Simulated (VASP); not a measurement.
**VASP 6.6.1 run: BAs**

INCAR

```
IBRION = 2
NELM = 91
GGA = PE
ISIF = 3
ENCUT = 600
ISMEAR = -1
EDIFF = 1E-7
LCHARG = .FALSE.
NSW = 40
PREC = Accurate
EDIFFG = -5E-3
LASPH = .TRUE.
LREAL = .TRUE.
SIGMA = 0.02
LWAVE = .FALSE.
NBANDS = 28
```

KPOINTS

```
KPOINTS created by Atomic Simulation Environment
0
Gamma
8 8 8
0 0 0
```

POSCAR

```
B  As
 1.0000000000000000
     0.0000000000000000    2.3294928660999998    2.3294928660999998
     2.3294928660999998    0.0000000000000000    2.3294928660999998
     2.3294928660999998    2.3294928660999998    0.0000000000000000
 B   As
   1   1
Cartesian
  0.0000000000000000  0.0000000000000000  0.0000000000000000
  1.1647464330499999  1.1647464330499999  1.1647464330499999
```

The recommended PBE PAW datasets give the neutral cell 8 valence electrons.

Command

```
mpirun -np 1 vasp_std
```

OSZICAR

```
N       E                     dE             d eps       ncg     rms          rms(c)
DAV:   1     0.216066287657E+02    0.21607E+02   -0.35184E+03  1624   0.281E+02
DAV:   2    -0.112762409693E+02   -0.32883E+02   -0.31185E+02  2056   0.773E+01
DAV:   3    -0.120824025299E+02   -0.80616E+00   -0.80050E+00  2012   0.951E+00
DAV:   4    -0.120835766624E+02   -0.11741E-02   -0.11740E-02  1908   0.365E-01
DAV:   5    -0.120835771744E+02   -0.51196E-06   -0.51198E-06  1932   0.880E-03    0.549E+00
DAV:   6    -0.113768169860E+02    0.70676E+00   -0.14222E+00  1824   0.225E+00    0.257E+00
DAV:   7    -0.112929553891E+02    0.83862E-01   -0.15617E-01  2020   0.888E-01    0.111E+00
DAV:   8    -0.112858740127E+02    0.70814E-02   -0.12013E-02  1804   0.369E-01    0.115E-01
DAV:   9    -0.112862934950E+02   -0.41948E-03   -0.58417E-04  1916   0.700E-02    0.522E-02
DAV:  10    -0.112863574036E+02   -0.63909E-04   -0.76772E-05  1864   0.258E-02    0.149E-02
...
DAV:   5    -0.114164012952E+02    0.60162E-06   -0.44823E-07  1856   0.196E-03    0.445E-03
DAV:   6    -0.114164013413E+02   -0.46103E-07   -0.19960E-08  1536   0.434E-04
   4 F= -.11416401E+02 E0= -.11416401E+02  d E =-.130044E+00
       N       E                     dE             d eps       ncg     rms          rms(c)
DAV:   1    -0.114166683440E+02   -0.26705E-03   -0.15758E-03  1768   0.113E-01    0.488E-02
DAV:   2    -0.114166089283E+02    0.59416E-04   -0.81533E-05  1776   0.231E-02    0.246E-02
DAV:   3    -0.114165908380E+02    0.18090E-04   -0.22932E-05  1788   0.110E-02    0.801E-03
DAV:   4    -0.114165899531E+02    0.88489E-06   -0.17576E-06  1916   0.368E-03    0.510E-03
DAV:   5    -0.114165900181E+02   -0.65036E-07   -0.96166E-08  1588   0.904E-04
   5 F= -.11416590E+02 E0= -.11416590E+02  d E =-.130233E+00
```

Standard output (part)

```
POSCAR found type information on POSCAR B As
 POSCAR found :  2 types and       2 ions
|     You have a (more or less) 'small supercell' and for smaller cells       |
|     it is recommended to use the reciprocal-space projection scheme!        |
|     The real-space optimization is not efficient for small cells and it     |
|     is also less accurate ...                                               |
|     Therefore, set LREAL=.FALSE. in the INCAR file.                         |
|     The real-space projection scheme for the treatment of the non-local     |
|     real-space optimization of all non-local projectors! BE WARNED that     |
|     a calculation using the real-space projection scheme together with      |
|     non-local projectors which were not real-space optimized (according     |
|     to the plane-wave cutoff used in this calculation) might give more      |
|     or less inaccurate results. I hope you know what you are doing.         |
 LDA part: xc-table for (Slater+PW92), standard interpolation
 POSCAR, INCAR and KPOINTS ok, starting setup
 WAVECAR not read
 entering main loop
 curvature:   0.00 expect dE= 0.000E+00 dE for cont linesearch  0.000E+00
 search vector abs. value=  0.502E+00
 bond charge predicted
 trial-energy change:   -0.036946  1 .order   -0.076562   -0.502108    0.348984
 bond charge predicted
 curvature:  -0.29 expect dE=-0.443E-03 dE for cont linesearch -0.443E-03
 ZBRENT: interpolating
...
```

From OUTCAR

```
k-points           NKPTS =     29   k-points in BZ     NKDIM =     29   number of bands    NBANDS=     28

   NELECT =       8.0000    total number of electrons

   dimension x,y,z NGX =    28 NGY =   28 NGZ =   28
   dimension x,y,z NGXF=    56 NGYF=   56 NGZF=   56

  energy-cutoff  :      600.00
  volume of cell :       27.97
      direct lattice vectors                 reciprocal lattice vectors
    -0.000000000  2.409341743  2.409341743    -0.207525562  0.207525562  0.207525562
     2.409341743 -0.000000000  2.409341743     0.207525562 -0.207525562  0.207525562
     2.409341743  2.409341743  0.000000000     0.207525562  0.207525562 -0.207525562

 k-points in reciprocal lattice and weights: KPOINTS created by Atomic Simulation Env
   0.00000000  0.00000000  0.00000000       0.002
   0.12500000  0.00000000  0.00000000       0.016
   0.25000000  0.00000000  0.00000000       0.016
   0.37500000  0.00000000  0.00000000       0.016
   0.50000000  0.00000000  0.00000000       0.008
   0.12500000  0.12500000  0.00000000       0.012
   0.25000000  0.12500000  0.00000000       0.047
   0.37500000  0.12500000  0.00000000       0.047
   ...

 E-fermi :   6.2470

 k-point     1 :       0.0000    0.0000    0.0000
  band No.  band energies     occupation
      1      -9.3249      2.00000
      2       5.8425      2.00000
      3       5.8425      2.00000
      4       5.8425      2.00000
      5       9.0863      0.00000
      6       9.0863      0.00000
      7       9.0863      0.00000
      8      10.1970      0.00000
      9      15.3002      0.00000
     10      18.6874      0.00000
     11      18.6874      0.00000
     12      20.1079      0.00000
     13      20.1079      0.00000
     14      20.1079      0.00000
     15      24.5888      0.00000
     16      34.7222      0.00000
     17      34.7222      0.00000
     18      34.7222      0.00000
     19      40.6764      0.00000
     20      40.6764      0.00000
     21      40.6764      0.00000
     22      42.1348      0.00000
     23      42.1348      0.00000
     24      42.6838      0.00000
     25      42.6838      0.00000
     26      42.6838      0.00000
     27      53.4851      0.00000
     28      54.5491      0.00000

 k-point     2 :       0.1250    0.0000    0.0000
  band No.  band energies     occupation
      1      -9.0750      2.00000
      2       3.9007      2.00000
      3       5.4169      2.00000
      4       5.4169      2.00000
      5       9.1306      0.00000
      6       9.6477      0.00000
      7       9.6477      0.00000
      8      11.5500      0.00000
      9      16.2230      0.00000
     10      17.3904      0.00000
     11      17.3904      0.00000
     12      19.4383      0.00000
     13      22.3193      0.00000
     14      22.3193      0.00000
     15      26.2205      0.00000
     16      33.0211      0.00000
     17      33.5730      0.00000
     18      33.5730      0.00000
     19      38.1540      0.00000
     20      38.1540      0.00000
     21      41.6450      0.00000
     22      41.6450      0.00000
     23      42.0766      0.00000
     24      42.9101      0.00000
     25      47.4471      0.00000
     26      47.4471      0.00000
     27      50.2924      0.00000
     28      52.6513      0.00000

 ...

  Total        0.0007820      0.0007820      0.0007820      0.0000000     -0.0000000      0.0000000
  in kB        0.0447907      0.0447907      0.0447907      0.0000000     -0.0000000      0.0000000
  external PRESSURE =       0.0447907 kB  Pullay stress =       0.0000000 kB

 POSITION                                       TOTAL-FORCE (eV/Angst)
 -----------------------------------------------------------------------------------
      0.00000      0.00000      0.00000         0.000000      0.000000      0.000000
      1.20467      1.20467      1.20467        -0.000000     -0.000000     -0.000000
 -----------------------------------------------------------------------------------
    total drift:                               -0.000000     -0.000000     -0.000000

  FREE ENERGIE OF THE ION-ELECTRON SYSTEM (eV)
  ---------------------------------------------------
  free  energy   TOTEN  =       -11.4165900181 eV

  energy  without entropy=      -11.4165900181  energy(sigma->0) =      -11.41659002
```

```csv
ionic step,ΔE (meV/atom),volume (Å³),largest force (eV/Å),pressure (GPa),electronic steps
1,0.0,25.28,0.000,16.69,13
2,-18.5,30.41,0.000,-9.64,9
3,-65.0,27.87,0.000,0.84,7
4,-65.0,28.06,0.000,-0.71,6
5,-65.1,27.97,0.000,0.00,5
```

It converged. Results: relaxed cell vector lengths 3.407, 3.407, 3.407 Å; relaxed cell volume 27.97 Å³.

 The volume moved far on the plane waves of the start cell, so a restart from CONTCAR is due.

For comparison, a separate PBE relaxation on usual settings, not on those above, ends at 27.94 Å³.

The run above took about 2.8 min on one core of a shared host (Intel Xeon Platinum 8488C) and held 0.17 GiB at most.
